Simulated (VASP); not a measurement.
Gd:

```
CELL_PARAMETERS angstrom
-2.02500 2.02500 2.02500
2.02500 -2.02500 2.02500
2.02500 2.02500 -2.02500
ATOMIC_POSITIONS crystal
Gd 0.00000 0.00000 0.00000
```

This isn't the form of Gd at room conditions, which is hcp.

Base run:

```yaml
Program: VASP 6.6.1
Functional: PBE
Potentials_or_basis: VASP PAW PBE potentials, release 64 (Gd)
Cutoff: 520 eV
k_mesh: 7 × 7 × 7
Occupations: fermi-dirac, width 0.05 eV
Spin: collinear spin, ferromagnetic start
Starting_moments: "[7.0] μB"
```

Its results: net moment 7.64 μB per cell.

Q: The run is repeated on the same cell with these changes: functional from PBE to r2SCAN. What comes out?

A: Net moment 7.88 μB per cell; site moments Gd +7.07 μB.
